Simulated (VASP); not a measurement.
A run of VASP 6.6.1 is set up as follows.

File POSCAR:

```
CaSe                                    
1.0
    0.0000000000      2.9826752436      2.9826752436
    2.9826752436      0.0000000000      2.9826752436
    2.9826752436      2.9826752436      0.0000000000
  Ca              Se            
     1     1
Direct
     0.0000000000000000    0.0000000000000000    0.0000000000000000
     0.5000000000000000    0.5000000000000000    0.5000000000000000
```

INCAR.step1

```
  PREC = Accurate
  ENCUT = 520
  EDIFF = 1E-5
  ISMEAR = 0
  SIGMA = 0.02
  LREAL = False
  LASPH = True
  NELM = 60
  ALGO = Normal
  ISIF = 2
  LWAVE = True
  LCHARG = False
  NBANDS = 15
  GGA = PE
  KPAR = 4
```

The input INCAR.step2:

```
  PREC = Accurate
  ENCUT = 520
  EDIFF = 1E-6
  ISMEAR = 0
  SIGMA = 0.02
  LREAL = False
  LASPH = True
  NELM = 60
  ALGO = Normal
  ISIF = 2
  LWAVE = False
  LCHARG = False
  GGA = PE
  LHFCALC = True
  AEXX = 0.25
  PRECFOCK = Fast
  NBANDS = 15
  ISTART = 1
  HFRCUT = -1
  KPAR = 4
```

The input KPOINTS:

```
regular mesh
0
Gamma
  6 6 6
```

Contents of KPOINTS_OPT:

```
path GXWKGLUWLK,UX
8
line-mode
reciprocal
 0.0000000000  0.0000000000  0.0000000000  G
 0.5000000000  0.0000000000  0.5000000000  X

 0.5000000000  0.0000000000  0.5000000000  X
 0.5000000000  0.2500000000  0.7500000000  W

 0.5000000000  0.2500000000  0.7500000000  W
 0.3750000000  0.3750000000  0.7500000000  K

 0.3750000000  0.3750000000  0.7500000000  K
 0.0000000000  0.0000000000  0.0000000000  G

 0.0000000000  0.0000000000  0.0000000000  G
 0.5000000000  0.5000000000  0.5000000000  L

 0.5000000000  0.5000000000  0.5000000000  L
 0.6250000000  0.2500000000  0.6250000000  U

 0.6250000000  0.2500000000  0.6250000000  U
 0.5000000000  0.2500000000  0.7500000000  W

 0.5000000000  0.2500000000  0.7500000000  W
 0.5000000000  0.5000000000  0.5000000000  L

 0.5000000000  0.5000000000  0.5000000000  L
 0.3750000000  0.3750000000  0.7500000000  K

 0.6250000000  0.2500000000  0.6250000000  U
 0.5000000000  0.0000000000  0.5000000000  X
```

Potentials or basis: VASP PAW PBE potentials, release 64 (Ca_sv, Se).

Command:

```bash
$ cat potpaw_PBE.64/Ca_sv/POTCAR potpaw_PBE.64/Se/POTCAR > POTCAR
$ cp INCAR.step1 INCAR
$ mpirun -np 4 vasp_std > vasp.out
$ cp INCAR.step2 INCAR
$ mpirun -np 4 vasp_std > vasp.out
```

(1) What does it give for the pressure?

(2) What does it give for the band gap on the k mesh?

## Answers

(1) -0.5 GPa.

(2) 3.73 eV, indirect (least direct gap 4.76 eV).

Caveat: the PAW data sets were made with another functional, which shifts forces and pressure a little.

**Experimental background.**

From a printed reference work, monograph, original work of 1988, for a bulk crystal of CaSe at 2 K: band gap 3.85 eV (indirect).

Against the measured gap of CaSe, 3.85 eV (indirect; 2 K; a printed reference work, monograph, original work of 1988), the calculated 3.73 eV is off by -0.12 eV. Spin-orbit coupling on Se is left out. The value is that of PBE0, without temperature or zero-point motion. The cell is a database's relaxed one, not the measured one, which moves gaps too.
